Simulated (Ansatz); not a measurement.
CuCl: from a first guess to the relaxed zincblende type

First guess:

```
CELL_PARAMETERS angstrom
0.00000 2.59824 2.59824
2.59824 0.00000 2.59824
2.59824 2.59824 0.00000
ATOMIC_POSITIONS crystal
Cu 0.00000 0.00000 0.00000
Cl 0.25000 0.25000 0.25000
```

The calculation used DFT, PBE, PAW with Ansatz's default frozen-core files, scalar-relativistic in Ansatz 0.2.0.

Cell and atoms relax within the symmetry of the start on a 12×12×12 k mesh with 0.05 eV Fermi–Dirac smearing.

The start is built from a prototype, known or not as a phase of this compound; the cutoff is 420 eV.

What is the pressure of the first guess?

8.71 GPa.

What does it relax to?

a = 5.424 Å, b = 5.424 Å, c = 5.424 Å, α = 90.00°, β = 90.00°, γ = 90.00° (conventional cell), 19.95 Å³ per atom:
```
CELL_PARAMETERS angstrom
0.00000 2.71209 2.71209
2.71209 0.00000 2.71209
2.71209 2.71209 0.00000
ATOMIC_POSITIONS crystal
Cu 0.00000 0.00000 0.00000
Cl 0.25000 0.25000 0.25000
```

How much energy does the relaxation release?

57 meV/atom.
